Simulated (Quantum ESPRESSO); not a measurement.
AlN:

```
CELL_PARAMETERS angstrom
0.00000 2.18399 2.18399
2.18399 0.00000 2.18399
2.18399 2.18399 0.00000
ATOMIC_POSITIONS crystal
Al 0.00000 0.00000 0.00000
N 0.25000 0.25000 0.25000
```

Measurements of this composition are mostly on another form, of space group No. 186.

Base run:

| Property | Result |
| --- | --- |
| Program | Quantum ESPRESSO 7.5 |
| Functional | WC |
| Potentials or basis | GBRV 1.5 PBE |
| Cutoff | 612 eV |
| Density cutoff | 4898 eV |
| k mesh | 8 × 8 × 8, shifted |
| Occupations | fermi-dirac, width 0.05 eV |
| Spin | no spin polarisation |

Its results: pressure 2.3 GPa; electronic dielectric tensor (diagonal) 4.64.

Q: After a change of settings the same cell gave: pressure 9.4 GPa; electronic dielectric tensor (diagonal) 4.39. Which change was it?
A. functional from WC to BLYP
B. functional from WC to AM05
C. functional from WC to LDA; potentials or basis from GBRV 1.5 PBE to GBRV 1.5 LDA
D. functional from WC to PBEsol; potentials or basis from GBRV 1.5 PBE to GBRV 1.5 PBEsol

A: A.

BLYP binds less tightly than WC, so the same cell stands under more pressure.

Caveats: the potentials were made for another functional, which shifts forces and pressure; the cell is more than 3 GPa from zero pressure, which shifts response properties (some runs).
